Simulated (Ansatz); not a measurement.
Runs of Ansatz 0.2.0 on Se. It takes space group P3_121 (No. 152, trigonal). The conventional cell has a = 4.366 Å, b = 4.366 Å, c = 4.954 Å, α = 90.00°, β = 90.00°, γ = 120.00°. Se (site symmetry 2) is surrounded by 2 Se at 2.37 Å. 

```csv
cell,target pressure (GPa),gap on the mesh (eV),pressure (GPa)
relaxed to 5 GPa,5,0.85,5.0
relaxed to 30 GPa,30,none,30.0
relaxed,0,1.20,0.0
relaxed to 20 GPa,20,(a),20.0
relaxed to 10 GPa,10,(b),10.0
```

Alike in all rows: task relaxation of cell and atoms; level PBE; potentials or basis Ansatz PAW; no spin polarisation; k mesh 7 × 7 × 6; cutoff (eV) 420; smearing fermi-dirac 0.05 eV.

**Question.** Fill in the values left out.

**Answer.** (a) 0.30; (b) 0.68.

Caveats: the plane-wave basis is chosen anew once the cell has moved, so the energies of steps on either side of that aren't comparable; odd divisions of the mesh miss points on the zone boundary, where band edges often lie, so the gap on the mesh can be too wide (some runs).

A k mesh can miss the band edges, and the runs leave out spin-orbit coupling on Se.

A gap of «none» marks a metal or a gap under the smearing width.
